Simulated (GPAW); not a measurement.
SnO2:

```
Sn O
1.0
     1.61709   -2.80089    0.00000
     1.61709    0.93363    4.80059
    -4.85128   -2.80089    0.00000
Sn O
2 4
Direct
  0.49990 0.50276 0.00200
  0.00010 0.49724 0.49800
  0.50574 0.71049 0.73764
  0.99426 0.71253 0.23670
  0.50926 0.29140 0.27134
  0.99074 0.28558 0.75432
```

The cell comes from a database or a generator and needn't be the stable form of this composition.

The cell isn't the ideal one: a zone-boundary wave of random shape, sigma 0.02 Å.

Base run:

* Program: GPAW 26.7.0
* Functional: PBE
* Potentials or basis: GPAW PAW data sets (gpaw-data 1.2.1)
* Cutoff: 650 eV
* Basis: pw
* k mesh: 5 × 4 × 3
* Occupations: fermi-dirac, width 0.05 eV
* Spin: no spin polarisation

Its results: band gap on the k mesh 1.86 eV; pressure -3.4 GPa; largest force 0.816 eV/Å.

Problem. The run is repeated on the same cell with these changes: cutoff from 650 eV to 600 eV. What comes out?

Solution. Band gap on the k mesh 1.86 eV; pressure -5.5 GPa; largest force 0.819 eV/Å.

Caveats: the cutoff is short for stress and forces, so pressures can be off by a GPa or more; spin-orbit coupling is left out, which moves the levels of the heavy elements; an odd mesh through Γ misses points on the zone boundary, where band edges often lie.
